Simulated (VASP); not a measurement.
Runs of VASP 6.6.1 on CdO. It takes space group Fm-3m (No. 225, cubic). The conventional cell has a = 4.775 Å, b = 4.775 Å, c = 4.775 Å, α = 90.00°, β = 90.00°, γ = 90.00°. Cd (site symmetry m-3m) has 6 O at 2.39 Å as nearest neighbours. Around O (site symmetry m-3m) lie 6 Cd at 2.39 Å. 

| task | cell | gap on the mesh (eV) | pressure (GPa) |
| --- | --- | --- | --- |
| relaxation of cell and atoms | relaxed | none | 0.0 |
| single point | Fm-3m, 13.64 Å³/atom | none | 0.0 |
| single point | a relaxed cell with its volume scaled by 0.94 | none | 9.2 |
| single point | a relaxed cell with its volume scaled by 1.06 | none | (a) |

Alike in all rows: level PBE; potentials or basis VASP PAW PBE potentials, release 64 (Cd, O_h); no spin polarisation; k mesh 12 × 12 × 12; cutoff (eV) 900; smearing gaussian 0.02 eV.

Q: Estimate the missing entries.

A: (a) -6.4.

Caveats: the cutoff is under 1.25 times the usual one of these potentials, so pressure, stress and relaxed cells hold a basis-set (Pulay) error; this crystal is a semiconductor, whose small gap the functional closes, so the metal is an error of the method (some runs).

A k mesh can miss the band edges, and the runs leave out spin-orbit coupling on Cd.

A gap of «none» marks a metal or a gap under the smearing width.
